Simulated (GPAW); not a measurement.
The system is TiTe.

```
Ti Te
1.0
     0.00000    3.05007    3.05007
     3.05007    0.00000    3.05007
     3.05007    3.05007    0.00000
Ti Te
1 1
Direct
  0.50000 0.50000 0.50000
  0.00000 0.00000 0.00000
```

The cell comes from a database or a generator and needn't be the stable form of this composition.

```yaml
Program: GPAW 26.7.0
Task: relaxation of cell and atoms
Functional: BLYP
Dispersion: D4
Potentials_or_basis: PAW data sets generated in the run's folder for this functional
Cutoff: 600 eV
Basis: pw
k_mesh: 8 × 8 × 8
Occupations: fermi-dirac, width 0.05 eV
Spin: no spin polarisation
```

At the start: pressure -4.0 GPa; volume 28.37 Å³/atom.

Q: How do energy, volume and symmetry change on relaxing?

A: Over 6 steps the energy falls by 228.0 meV/atom and the volume is 22.40 Å³/atom (-21.1 %); space group Fm-3m (No. 225, to 0.05 Å).

The path:
| step | energy change (eV) | largest force (eV/Å) | pressure (GPa) | volume (Å³) |
| --- | --- | --- | --- | --- |
| 1 | 0.0000 | 0.0000 | -4.02 | 56.75 |
| 2 | -0.0323 | 0.0000 | -7.82 | 55.89 |
| 3 | -0.1292 | 0.0000 | -9.45 | 54.13 |
| 4 | -0.4442 | 0.0000 | 2.44 | 43.51 |
| 5 | -0.4558 | 0.0000 | -0.69 | 45.18 |
| 6 | -0.4560 | 0.0000 | -0.02 | 44.79 |

Final structure:
```
Ti Te
1.0
     0.00001    2.81877    2.81877
     2.81877    0.00001    2.81877
     2.81877    2.81877    0.00001
Ti Te
1 1
Direct
  0.50000 0.50000 0.50000
  0.00000 0.00000 0.00000
```

Caveat: later steps reuse the first step's grids; the volume moved by over 15 % at a fixed basis, so the end points are rough; pairwise dispersion overbinds metals, which lowers pressure and volume.
